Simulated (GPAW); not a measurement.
Runs of GPAW 26.7.0 on CdSe (Cadmoselite). Symmetry: P6_3mc, No. 186, hexagonal system. Conventional cell: a = 4.300 Å, b = 4.300 Å, c = 7.020 Å, α = 90.00°, β = 90.00°, γ = 120.00°. Cd (site symmetry 3m) is surrounded by 4 Se at 2.61 to 2.70 Å. Se (site symmetry 3m) has 4 Cd at 2.61 to 2.70 Å as nearest neighbours. 

```csv
task,level,potentials or basis,cell,k mesh,cutoff (eV),maxiter,band path,band points,optimizer,fmax,gap on the mesh (eV),pressure (GPa),relaxed volume (Å³/atom),largest force (eV/Å)
band structure,PBEsol,"PAW data sets generated in the run's folder for this functional, pw",as given,6 × 6 × 3,600,150,"GMKGALHA,LM,KH",80,-,-,0.57,0.0,-,(a)
relaxation of cell and atoms,PBEsol,"PAW data sets generated in the run's folder for this functional, pw",relaxed,5 × 5 × 3,600,150,-,-,BFGS,0.02 eV/Å,0.54,0.1,28.01,0.01
relaxation of cell and atoms,PBEsol+D3,"PAW data sets generated in the run's folder for this functional, pw",relaxed,5 × 5 × 3,600,150,-,-,BFGS,0.02 eV/Å,0.62,0.0,(b),-
relaxation of cell and atoms,PBEsol+D3(BJ),"PAW data sets generated in the run's folder for this functional, pw",relaxed,5 × 5 × 3,600,150,-,-,BFGS,0.02 eV/Å,0.61,0.0,27.16,0.02
single point,PBE,"GPAW PAW data sets (gpaw-data 1.2.1), pw",as given,6 × 6 × 3,450,120,-,-,-,-,0.70,2.0,-,0.28
single point,PBEsol,"PAW data sets generated in the run's folder for this functional, pw","atoms moved at random, drawn with an rms of 0.05 Å",7 × 7 × 4,600,150,-,-,-,-,0.54,0.0,-,0.49
relaxation of cell and atoms,PBEsol+D4,"PAW data sets generated in the run's folder for this functional, pw",relaxed,5 × 5 × 3,600,150,-,-,BFGS,0.02 eV/Å,0.59,0.0,27.48,0.02
relaxation of cell and atoms,PBEsol+D3(BJ)+ATM,"PAW data sets generated in the run's folder for this functional, pw",relaxed,5 × 5 × 3,600,150,-,-,BFGS,0.02 eV/Å,0.60,0.0,27.27,0.02
```

Alike in all rows: no spin polarisation; smearing fermi-dirac 0.05 eV.

Question: Estimate the missing entries.

Answer: (a) 0.27; (b) 27.12.

Caveats: later steps reuse the first step's grids (some runs); the cutoff is short for stress and forces, so pressures can be off by a GPa or more (some runs).

A k mesh can miss the band edges, and the runs leave out spin-orbit coupling on Cd, Se.
